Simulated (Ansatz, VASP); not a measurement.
Mo: VASP beside Ansatz

```
CELL_PARAMETERS angstrom
0.00000 2.16168 1.71465
2.16168 0.00000 1.71465
2.16168 2.16168 0.00000
ATOMIC_POSITIONS crystal
Mo 0.00000 0.00000 0.00000
```

Alike in both runs: task single point; functional PBE; k mesh 22 × 22 × 22; occupations gaussian, width 0.15 eV; no spin polarisation.

```csv
,VASP,Ansatz
version,VASP 6.6.1,Ansatz 0.2.0
potentials or method,"VASP PAW PBE potentials, release 64 (Mo_sv)","scalar-relativistic, plane waves, PAW"
plane-wave cutoff (eV),520,420
valence electrons in the cell,14,14
```

```tsv
	VASP	Ansatz	Ansatz less VASP
gap on the k mesh at the Fermi level (eV)	none	none	-
pressure (GPa)	-1.7	-2.2	-0.49
largest component of the traceless stress (GPa)	18.15	18.17	+0.018
```

A gap of «none» marks a metal or a gap that the smearing closes. The functional is the same, so the differences come from potentials, cutoffs and numerics.
